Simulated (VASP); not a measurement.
```yaml
crystal:
  lattice:
    - [0.00000, 3.08772, 3.08772]
    - [3.08772, 0.00000, 3.08772]
    - [3.08772, 3.08772, 0.00000]
  atoms:
    - { symbol: Zn, position: [0.00000, 0.00000, 0.00000] }
    - { symbol: Te, position: [0.23786, 0.26214, 0.26214] }
```

Method: PBE GGA, VASP's PBE PAW potentials (set 64) (plane waves; VASP 6.6.1). Run with 480 eV cut-off, 8×8×8 Γ-centred mesh, Gaussian smearing of 0.050 eV, potentials Zn Te.

Unless said otherwise, spin-orbit coupling is left out, though it shifts the bands of the heavy elements here.

Question: Estimate the energy per atom (σ→0), largest force, band gap (on the k-mesh) with the smallest direct gap where there is one.

Answer: 
```yaml
band gap (on the k-mesh): 1.00 eV
smallest direct gap (on the k-mesh): 1.00 eV
energy per atom (σ→0): -2587 meV/atom
largest_force: 0.00666 Ha/bohr
```

The compound is ZnTe in the zinc blende structure. This cell was strained or had an atom moved on purpose.
